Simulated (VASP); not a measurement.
# Be (a cell with a defect) in VASP: further runs

Runs on Be (a cell with a defect). Level: PBEsol. Tasks: single point.

Program: VASP 6.6.1. These are calculated values, not measurements. Logs are shortened: lines on timing, memory, paths and dates and some standing lists are left out, and cuts for length are marked.

### 1 Starting point

The cell holds a defect, 23 atoms: a = 6.106 Å, b = 6.106 Å, c = 6.106 Å, α = 80.41°, β = 70.53°, γ = 60.00°.

### 2 Single point, PBEsol (Be vacancy, atoms relaxed)

The input, INCAR:

```
SYSTEM = Be
  PREC = Accurate
  ENCUT = 520
  EDIFF = 1E-7
  ISMEAR = 0
  SIGMA = 0.1
  LREAL = Auto
  LASPH = .True.
  NELM = 100
  ALGO = Fast
  ISIF = 2
  LWAVE = .False.
  LCHARG = .False.
  GGA = PS
  NBANDS = 40
```

The input, KPOINTS:

```
regular mesh
0
Gamma
  6 6 4
  0 0 0
```

The input, POSCAR:

```
Be
1.0
   -4.9856521339      2.4928260670     -2.4928260670
   -2.4928260670     -2.4928260670     -4.9856521339
   -4.9856521339     -2.4928260670      2.4928260670
Be
23
Direct
    0.9131460979      0.6666666667      0.2843323374
    0.4344338105      0.6666666667      0.7388944642
    0.5413445300      0.6666666667      0.3575678547
    0.6701872354      0.6666666667     -0.0343323374
    0.0419888033      0.6666666667      0.8924321453
    0.1488995228      0.6666666667      0.5111055358
    0.2916666667      0.6666666667      0.1250000000
    0.7072041121      0.3223410455      0.8697488119
    0.8309866247      0.3600592744      0.5041664139
    0.9502935420      0.3494129160      0.1250000000
    0.4627595479      0.3244809041      0.6250000000
    0.5878973445      0.3263084938      0.2427800689
    0.0589541008      0.3600592744      0.7458335861
    0.2204548424      0.3223410455      0.3802511881
    0.3357941617      0.3263084938      0.0072199311
    0.7523467086     -0.0267259411      0.7458335861
    0.8761292212      0.0109922879      0.3802511881
    0.3628784910      0.0109922879      0.8697488119
    0.5243792325     -0.0267259411      0.5041664139
    0.6330397913     -0.0160795827      0.1250000000
    0.1205737854      0.0088524292      0.6250000000
    0.2475391716      0.0070248395      0.2427800689
   -0.0045640112      0.0070248395      0.0072199311
```

Potentials or basis: VASP PAW PBE potentials, release 64 (Be).

Launch:

```bash
$ cat potpaw_PBE.64/Be/POTCAR > POTCAR
$ mpirun -np 1 vasp_std > vasp.out
```

OUTCAR:

```text
SYSTEM = Be
   PREC = Accurate
   ENCUT = 520
   EDIFF = 1E-7
   ISMEAR = 0
   LREAL = Auto
   LASPH = .True.
   NELM = 100
   ISIF = 2
   GGA = PS

 ion  position               nearest neighbor table
   1  0.913  0.667  0.284-  14 2.16  17 2.16   3 2.16   7 2.19  20 2.19  10 2.19   5 2.26  19 2.28
                             9 2.28   6 2.31
   2  0.434  0.667  0.739-   8 2.16  18 2.16   3 2.20  21 2.22  11 2.22   7 2.22   5 2.26   4 2.31
                            19 2.34   9 2.34
   3  0.541  0.667  0.358-  19 2.15   9 2.15  22 2.16  12 2.16   1 2.16   2 2.20   4 2.26   6 2.26

   4  0.670  0.667  0.966-  18 2.16   8 2.16   5 2.16   7 2.19  20 2.19  10 2.19   3 2.26  16 2.28
                            13 2.28   2 2.31
   5  0.042  0.667  0.892-  16 2.15  13 2.15  23 2.16  15 2.16   4 2.16   6 2.20   1 2.26   2 2.26

   6  0.149  0.667  0.511-  17 2.16  14 2.16   5 2.20  21 2.22  11 2.22   7 2.22   3 2.26   1 2.31
                            16 2.34  13 2.34
   7  0.292  0.667  0.125-  22 2.17  23 2.17  12 2.17  15 2.17   4 2.19   1 2.19   2 2.22   6 2.22

   8  0.707  0.322  0.870-   9 2.12  15 2.13  23 2.14  13 2.14  12 2.15   2 2.16   4 2.16  16 2.24

   9  0.831  0.360  0.504-   8 2.12  14 2.14   3 2.15  10 2.18  21 2.20  11 2.23  17 2.24   1 2.28
                             2 2.34  13 2.34
  10  0.950  0.349  0.125-  12 2.16  15 2.16  22 2.18  23 2.18   9 2.18  13 2.18   4 2.19   1 2.19

  11  0.463  0.324  0.625-  19 2.20  16 2.20  12 2.20  15 2.20   6 2.22   2 2.22   9 2.23  13 2.23

  12  0.588  0.326  0.243-  14 2.13  17 2.14   8 2.15  10 2.16   3 2.16   7 2.17  20 2.18  11 2.20

  13  0.059  0.360  0.746-  14 2.12   8 2.14   5 2.15  10 2.18  21 2.20  11 2.23  18 2.24   4 2.28
                             6 2.34   9 2.34
  14  0.220  0.322  0.380-  13 2.12  12 2.13  22 2.14   9 2.14  15 2.15   6 2.16   1 2.16  19 2.24

  15  0.336  0.326  0.007-   8 2.13  18 2.14  14 2.15  10 2.16   5 2.16   7 2.17  20 2.18  11 2.20

  16  0.752  0.973  0.746-  17 2.12  18 2.14   5 2.15  20 2.18  11 2.20  21 2.23   8 2.24   4 2.28
                             6 2.34  19 2.34
  17  0.876  0.011  0.380-  16 2.12  22 2.13  12 2.14  19 2.14  23 2.15   6 2.16   1 2.16   9 2.24

  18  0.363  0.011  0.870-  19 2.12  23 2.13  15 2.14  16 2.14  22 2.15   2 2.16   4 2.16  13 2.24

  19  0.524  0.973  0.504-  18 2.12  17 2.14   3 2.15  20 2.18  11 2.20  21 2.23  14 2.24   1 2.28
                             2 2.34  16 2.34
  20  0.633  0.984  0.125-  23 2.16  22 2.16  15 2.18  12 2.18  16 2.18  19 2.18   4 2.19   1 2.19

  21  0.121  0.009  0.625-  13 2.20   9 2.20  23 2.20  22 2.20   2 2.22   6 2.22  16 2.23  19 2.23

  22  0.248  0.007  0.243-  17 2.13  14 2.14  18 2.15  20 2.16   3 2.16   7 2.17  10 2.18  21 2.20

  23  0.995  0.007  0.007-  18 2.13   8 2.14  17 2.15  20 2.16   5 2.16   7 2.17  10 2.18  21 2.20

  LATTYP: Found a base centered monoclinic cell.
 ALAT       =     6.1061518816
 B/A-ratio  =     1.7320508076
 C/A-ratio  =     1.0000000000
 COS(beta)  =    -0.3333333333

  Lattice vectors:

 A1 = (   2.4928260669,  -4.9856521340,  -2.4928260669)
 A2 = (   2.4928260670,   2.4928260670,   4.9856521339)
 A3 = (  -4.9856521339,  -2.4928260670,   2.4928260670)

Analysis of symmetry for initial positions (statically):
=====================================================================
 Subroutine PRICEL returns:
 Original cell was already a primitive cell.

 Routine SETGRP: Setting up the symmetry group for a
 base centered monoclinic supercell.

 Subroutine GETGRP returns: Found  4 space group operations
 (whereof  1 operations were pure point group operations)
 out of a pool of  4 trial point group operations.

The static configuration has the point symmetry C_1 .
 The point group associated with its full space group is C_2h.

Analysis of symmetry for dynamics (positions and initial velocities):
=====================================================================
 Subroutine PRICEL returns:
 Original cell was already a primitive cell.

 Routine SETGRP: Setting up the symmetry group for a
 base centered monoclinic supercell.

 Subroutine GETGRP returns: Found  4 space group operations
 (whereof  1 operations were pure point group operations)
 out of a pool of  4 trial point group operations.

The dynamic configuration has the point symmetry C_1 .
 The point group associated with its full space group is C_2h.

 Subroutine INISYM returns: Found  4 space group operations
 (whereof  1 operations are pure point group operations),
 and found     1 'primitive' translations

----------------------------------------------------------------------------------------

                                     Primitive cell

  volume of cell :     185.8905

  direct lattice vectors                    reciprocal lattice vectors
    -4.985652134  2.492826067 -2.492826067    -0.100287783  0.167146305 -0.033429261
    -2.492826067 -2.492826067 -4.985652134     0.000000000 -0.133717044 -0.133717044
    -4.985652134 -2.492826067  2.492826067    -0.100287783 -0.100287783  0.100287783

  length of vectors
     6.106151882  6.106151882  6.106151882     0.197770175  0.189104457  0.173703536

  position of ions in fractional coordinates (direct lattice)
     0.913146098  0.666666667  0.284332337
     0.434433811  0.666666667  0.738894464
     0.541344530  0.666666667  0.357567855
     0.670187235  0.666666667  0.965667663
     0.041988803  0.666666667  0.892432145
     0.148899523  0.666666667  0.511105536
[... 15 lines left out ...]
     0.247539172  0.007024839  0.242780069
     0.995435989  0.007024839  0.007219931

  ion indices of the primitive-cell ions
   primitive index   ion index
                 1           1
                 2           2
                 3           3
                 4           4
                 5           5
                 6           6
[... 15 lines left out ...]
                22          22
                23          23

----------------------------------------------------------------------------------------

 KPOINTS: regular mesh

Automatic generation of k-mesh.
 Grid dimensions read from file:
 generate k-points for:    6    6    4

 Generating k-lattice:

  Cartesian coordinates                     Fractional coordinates (reciprocal lattice)
    -0.016714631  0.027857718 -0.005571544     0.166666667  0.000000000  0.000000000
     0.000000000 -0.022286174 -0.022286174     0.000000000  0.166666667  0.000000000
    -0.025071946 -0.025071946  0.025071946     0.000000000  0.000000000  0.250000000

  Length of vectors
     0.032961696  0.031517410  0.043425884

  Shift w.r.t. Gamma in fractional coordinates (k-lattice)
     0.000000000  0.000000000  0.000000000

 Subroutine IBZKPT returns following result:
 ===========================================

 Found     47 irreducible k-points:

 Following reciprocal coordinates:
            Coordinates               Weight
  0.000000  0.000000  0.000000      1.000000
  0.166667  0.000000  0.000000      4.000000
  0.333333 -0.000000  0.000000      4.000000
  0.500000  0.000000  0.000000      2.000000
  0.000000  0.166667  0.000000      2.000000
  0.333333  0.166667  0.000000      2.000000
[... 16 lines left out ...]
 -0.333333  0.166667  0.250000      4.000000
 -0.166667  0.166667  0.250000      4.000000
 [... further k-points ...]
   k-points           NKPTS =     47   k-points in BZ     NKDIM =     47   number of bands    NBANDS=     40
   number of dos      NEDOS =    301   number of ions     NIONS =     23
   total plane-waves  NPLWV = 110592
   dimension x,y,z NGX =    48 NGY =   48 NGZ =   48
   dimension x,y,z NGXF=    96 NGYF=   96 NGZF=   96
   ions per type =              23
   NGX,Y,Z   is equivalent  to a cutoff of  13.07, 13.07, 13.07 a.u.
   NGXF,Y,Z  is equivalent  to a cutoff of  26.14, 26.14, 26.14 a.u.
 SYSTEM =  Be
   PREC   = accura    normal or accurate (medium, high low for compatibility)
   ISTART =      0    job   : 0-new  1-cont  2-samecut
   ICHARG =      2    charge: 1-file 2-atom 10-const
   ISPIN  =      1    spin polarized calculation?
   LNONCOLLINEAR =      F non collinear calculations
   LSORBIT =      F    spin-orbit coupling
   LASPH  =      T    aspherical Exc in radial PAW
   ENCUT  =  520.0 eV  38.22 Ry    6.18 a.u.  11.35 11.35 11.35*2*pi/ulx,y,z
   NELM   =    100;   NELMIN=  2; NELMDL= -5     # of ELM steps
   EDIFF  = 0.1E-06   stopping-criterion for ELM
   LREAL  =      T    real-space projection
   EDIFFG = 0.1E-05   stopping-criterion for IOM
   NSW    =      0    number of steps for IOM
   IBRION =     -1    ionic relax: 0-MD 1-quasi-New 2-CG
   NFREE  =      0    steps in history (QN), initial steepest desc. (CG)
   ISIF   =      2    stress and relaxation
   ISYM   =      2    0-nonsym 1-usesym 2-fastsym
   POTIM  = 0.5000    time-step for ionic-motion
   TEBEG  =    0.0;   TEEND  =   0.0 temperature during run
   PSTRESS=    0.0 pullay stress
   NELECT =      46.0000    total number of electrons
   NUPDOWN=      -1.0000    fix difference up-down
   EMIN   =  10.00;   EMAX   =-10.00  energy-range for DOS
   EFERMI =   0.00;   METHOD = LEGACY
   ISMEAR =     0;   SIGMA  =   0.10  broadening in eV -4-tet -1-fermi 0-gaus
   EFERMI_NEDOS =   21; number of points for ismear=-14 and -15
   IALGO  =     68    algorithm
   IMIX   =      4    mixing-type and parameters
     AMIX     =   0.40;   BMIX     =  1.00
     AMIX_MAG =   1.60;   BMIX_MAG =  1.00
  volume/ion in A,a.u.               =       8.08        54.54
  Fermi-wavevector in a.u.,A,eV,Ry     =   1.027799  1.942259 14.372810  1.056372
  Thomas-Fermi vector in A             =   2.161763
   LORBIT       =      0    0 simple, 1 ext, 2 COOP (PROOUT), +10 PAW based schemes
   GGA     = PS    functional components
   LHFCALC =     F    Hartree Fock is set to
   AEXX    =    0.0000 exact exchange contribution
   IVDW    =     0    specifies the selected vdW correction
   LEPSILON=     F    determine dielectric tensor
   LRPA    =     F    only Hartree local field effects (RPA)
 non-spin polarized calculation
 RMM-DIIS sequential band-by-band and
 Gauss-broadening in eV      SIGMA  =   0.10
  energy-cutoff  :      520.00
  volume of cell :      185.89
 maximum number of plane-waves:      5027
 NGX is ok and might be reduce to    48
   NGX = 23   NGY = 23   NGZ = 23

 number of electron      46.0000000 magnetization

 Free energy of the ion-electron system (eV)
  ---------------------------------------------------
  ext. energy  EPLUGINS =         0.00000000
  ---------------------------------------------------
  free energy    TOTEN  =       -90.46564708 eV

  energy without entropy =      -90.45351458  energy(sigma->0) =      -90.45958083

 E-fermi :   6.9216     XC(G=0): -10.5250

 val. band max:        6.9198192026   @ k =   0.5000  -0.0000   0.5000
 cond. band min:       6.9697260516   @ k =   0.1667   0.0000   0.0000
 fundamental gap:      0.0499068490
 Fermi energy:         6.9215687797

 k-point     1 :       0.0000    0.0000    0.0000
  band No.  band energies     occupation
      1      -4.4395      2.00000
      2      -1.1261      2.00000
      3      -1.0983      2.00000
      4      -0.5803      2.00000
      5      -0.5246      2.00000
      6      -0.3260      2.00000
[... 27 lines left out ...]
     34      10.7957      0.00000
     35      10.8370      0.00000
[... 843 lines left out ...]
      5      -0.4888      2.00000
      6      -0.1723      2.00000
[... 27 lines left out ...]
     34      10.3595      0.00000
     35      10.8708      0.00000

 [... further k-points ...]

 [bands above 35 left out]

------------------------ aborting loop because EDIFF is reached ----------------------------------------

  FORCE on cell =-STRESS in cart. coord.  units (eV):
  Direction    XX          YY          ZZ          XY          YZ          ZX
  --------------------------------------------------------------------------------------
  -------------------------------------------------------------------------------------
  Total       -3.8689181     -1.6897050     -1.6897050     -0.2448962     -0.1374366      0.2448962
  in kB      -33.3459379    -14.5634512    -14.5634512     -2.1107436     -1.1845562      2.1107432
  external PRESSURE =     -20.8242801 kB  Pullay stress =       0.0000000 kB

 VOLUME and BASIS-vectors are now :
 -----------------------------------------------------------------------------
  energy-cutoff  :      520.00
  volume of cell :      185.89
      direct lattice vectors                 reciprocal lattice vectors
    -4.985652134  2.492826067 -2.492826067    -0.100287783  0.167146305 -0.033429261
    -2.492826067 -2.492826067 -4.985652134     0.000000000 -0.133717044 -0.133717044
    -4.985652134 -2.492826067  2.492826067    -0.100287783 -0.100287783  0.100287783

 POSITION                                       TOTAL-FORCE (eV/Angst)
 -----------------------------------------------------------------------------------
     -7.63209     -0.09436     -4.89129         0.003982      0.000423     -0.000423
     -7.51169     -2.42085     -2.56480         0.011821      0.008666     -0.008666
     -6.14355     -1.20376     -3.78189         0.005886      0.006902     -0.006902
     -9.81769     -2.39847     -2.58719        -0.003982     -0.000423      0.000423
     -6.32058     -3.78189     -1.20376        -0.005886     -0.006902      0.006902
     -4.95244     -2.56480     -2.42085        -0.011821     -0.008666      0.008666
[... 15 lines left out ...]
     -2.46207     -0.00565     -0.04689         0.000056      0.003486      0.000651
     -5.01641      2.44594     -2.49847        -0.000056      0.000651      0.003486
 -----------------------------------------------------------------------------------
    total drift:                               -0.000000     -0.000000     -0.000000

  FREE ENERGIE OF THE ION-ELECTRON SYSTEM (eV)
  ---------------------------------------------------
  free  energy   TOTEN  =       -90.4656470760 eV

  energy  without entropy=      -90.4535145800  energy(sigma->0) =      -90.45958083
```

It took 6.6 min on 1 thread of Intel Xeon Platinum 8488C (Sapphire Rapids), shared host; peak memory 0.43 GiB.

Results:

- Free energy: -90.4656 eV
- Pressure: -2.1 GPa
- Largest force: 0.017 eV/Å
- Band gap on the k mesh: none (metal or under the smearing width)

Forces in eV/Å, atoms in the order of the input:
```
Be   0.004  0.000  0.000
Be   0.012  0.009 -0.009
Be   0.006  0.007 -0.007
Be  -0.004  0.000  0.000
Be  -0.006 -0.007  0.007
Be  -0.012 -0.009  0.009
Be   0.000  0.000  0.000
Be  -0.001  0.006 -0.002
Be  -0.004 -0.002  0.002
Be   0.000 -0.007 -0.007
Be   0.000 -0.001 -0.001
Be   0.000 -0.001 -0.003
Be   0.004  0.002 -0.002
Be   0.001 -0.002  0.006
Be   0.000 -0.003 -0.001
Be   0.004  0.002 -0.002
Be   0.001 -0.006  0.002
Be  -0.001  0.002 -0.006
Be  -0.004 -0.002  0.002
Be   0.000  0.007  0.007
Be   0.000  0.001  0.001
Be   0.000  0.003  0.001
Be   0.000  0.001  0.003
```

Levels at points of the mesh, in eV from the Fermi level:
| k point | band 20 | band 21 | band 22 | band 23 | band 24 | band 25 | band 26 | band 27 |
| --- | --- | --- | --- | --- | --- | --- | --- | --- |
| (0.00, 0.00, 0.00) | -0.09 | -0.01 | 0.25 | 0.26 | 1.37 | 1.56 | 1.57 | 1.59 |
| (0.50, 0.00, 0.00) | -2.54 | -2.48 | -2.15 | -0.32 | 0.86 | 1.26 | 1.55 | 1.75 |
| (0.00, 0.50, 0.00) | -2.92 | -0.16 | -0.07 | 0.29 | 0.30 | 0.69 | 1.20 | 1.41 |
| (0.00, 0.00, 0.50) | -2.37 | -0.28 | -0.26 | -0.16 | -0.10 | 1.79 | 1.84 | 2.01 |
| (0.50, 0.00, 0.50) | -2.19 | -1.32 | -0.59 | -0.05 | 0.00 | 0.39 | 0.56 | 1.12 |
| (0.00, 0.50, 0.50) | -2.60 | -2.29 | -2.12 | -1.48 | -1.36 | 1.40 | 1.46 | 1.77 |

Caveat: the PAW data sets were made with another functional, which shifts forces and pressure a little.

### 3 Single point, PBEsol

The input, INCAR:

```
PREC = Accurate
ENCUT = 520
EDIFF = 1E-7
ISMEAR = 0
SIGMA = 0.1
LREAL = Auto
LASPH = True
NELM = 100
ALGO = Fast
ISIF = 2
LWAVE = False
LCHARG = False
GGA = PS
NBANDS = 40
```

The input, KPOINTS:

```
regular mesh
0
Gamma
  6 6 4
```

The input, POSCAR:

```
Be
1.0
   -4.9856521339      2.4928260670     -2.4928260670
   -2.4928260670     -2.4928260670     -4.9856521339
   -4.9856521339     -2.4928260670      2.4928260670
Be
23
Direct
    0.8541666528      0.6666666667      0.4375000249
    0.4255502386      0.6666666667      0.7444472321
    0.5503891369      0.6666666667      0.3607311783
    0.6682659060      0.6666666667     -0.0258822508
    0.0400674645      0.6666666667      0.9008822165
    0.1579441398      0.6666666667      0.5142688500
    0.2827831281      0.6666666667      0.1305527490
    0.7100507114      0.3243248012      0.8687644766
    0.8315953540      0.3412002010      0.4994576420
    0.9531400745      0.3547360612      0.1270832087
    0.4617768402      0.3253947305      0.6286099293
    0.5878284381      0.3253947152      0.2463900345
    0.0671238197      0.3547360987      0.7479167931
    0.2022045145      0.3412001260      0.3755423853
    0.3406244755      0.3243248107      0.0062355305
    0.7551932517     -0.0214027653      0.7479167931
    0.8767379738     -0.0078667926      0.3755423853
    0.3677088459      0.0090085321      0.8687644766
    0.5061288883     -0.0078668676      0.4994576420
    0.6412094690     -0.0214027279      0.1270832087
    0.1205049040      0.0079386028      0.6286099293
    0.2465564866      0.0079386182      0.2463900345
   -0.0017173805      0.0090085227      0.0062355305
```

Potentials or basis: VASP PAW PBE potentials, release 64 (Be).

Launch:

```bash
$ cat potpaw_PBE.64/Be/POTCAR > POTCAR
$ mpirun -np 1 vasp_std > vasp.out
```

Run time: 7.2 min. Hardware: 1 thread of Intel Xeon Platinum 8488C (Sapphire Rapids), shared host; peak memory 0.43 GiB.

Results (log left out):

| Item | Value |
| --- | --- |
| Free energy | -89.8634 eV |
| Pressure | -1.0 GPa |
| Largest force | 0.674 eV/Å |
| Band gap on the k mesh | none (metal or under the smearing width) |

Forces in eV/Å, atoms in the order of the input:
```
Be   0.000  0.000  0.000
Be  -0.247  0.153 -0.153
Be   0.470 -0.151  0.151
Be   0.132  0.072 -0.072
Be  -0.132 -0.072  0.072
Be  -0.470  0.151 -0.151
Be   0.247 -0.153  0.153
Be  -0.039 -0.033  0.150
Be   0.177  0.182  0.625
Be  -0.138 -0.164 -0.255
Be  -0.037 -0.017  0.039
Be   0.037  0.039 -0.017
Be   0.138 -0.255 -0.164
Be  -0.177  0.625  0.182
Be   0.039  0.150 -0.033
Be   0.138  0.164  0.255
Be  -0.177 -0.182 -0.625
Be  -0.039 -0.150  0.033
Be   0.177 -0.625 -0.182
Be  -0.138  0.255  0.164
Be  -0.037 -0.039  0.017
Be   0.037  0.017 -0.039
Be   0.039  0.033 -0.150
```

Stress tensor (GPa, compression positive):
```
-3.48 -0.83  0.83
-0.83  0.21  0.37
 0.83  0.37  0.21
```

Levels at points of the mesh, in eV from the Fermi level:
| k point | band 20 | band 21 | band 22 | band 23 | band 24 | band 25 | band 26 | band 27 |
| --- | --- | --- | --- | --- | --- | --- | --- | --- |
| (0.00, 0.00, 0.00) | -0.03 | 0.03 | 0.04 | 0.13 | 1.18 | 1.41 | 1.46 | 1.50 |
| (0.50, 0.00, 0.00) | -2.84 | -2.48 | -2.14 | -0.40 | 0.97 | 1.27 | 1.48 | 1.78 |
| (0.00, 0.50, 0.00) | -2.91 | -0.49 | 0.06 | 0.38 | 0.42 | 0.70 | 0.99 | 1.33 |
| (0.00, 0.00, 0.50) | -1.94 | -0.29 | -0.27 | -0.23 | -0.18 | 1.49 | 1.69 | 1.80 |
| (0.50, 0.00, 0.50) | -2.14 | -1.36 | -0.61 | -0.25 | 0.04 | 0.60 | 0.62 | 0.84 |
| (0.00, 0.50, 0.50) | -2.40 | -2.18 | -2.05 | -1.69 | -1.38 | 1.27 | 1.49 | 1.52 |

Caveat: the PAW data sets were made with another functional, which shifts forces and pressure a little.
